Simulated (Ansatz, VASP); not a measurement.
SrCl2: VASP beside Ansatz

```
Sr Cl
1.0
     0.00000    3.38094    3.48550
     3.59007    0.00000    3.48550
     3.59007    3.38094    0.00000
Sr Cl
1 2
Cartesian
  0.0000 0.0000 0.0000
  1.7950 1.6905 1.7428
  5.3851 5.0714 5.2283
```

Change from the starting cell: strain +0.0300 x Voigt [1, -1, 0, 0, 0, 0], atoms carried along.

Alike in both runs: task single point; functional PBE; k mesh 6 × 6 × 6; occupations gaussian, width 0.05 eV; no spin polarisation.

|  | VASP | Ansatz |
| --- | --- | --- |
| version | VASP 6.6.1 | Ansatz 0.2.0 |
| potentials or method | VASP PAW PBE potentials, release 64 (Sr_sv, Cl) | scalar-relativistic, plane waves, PAW |
| plane-wave cutoff (eV) | 520 | 420 |
| valence electrons in the cell | 24 | 24 |

|  | VASP | Ansatz | Ansatz less VASP |
| --- | --- | --- | --- |
| gap on the k mesh at the Fermi level (eV) | 5.06 | 5.07 | +0.004 |
| least direct gap on the mesh (eV) | 5.29 | 5.29 | +0.002 |
| pressure (GPa) | 1.2 | 1.1 | -0.09 |
| largest component of the traceless stress (GPa) | 1.59 | 1.60 | +0.010 |

With one functional, cell and mesh, what is left measures potentials, basis and numerics.

A k mesh can miss the band edges.
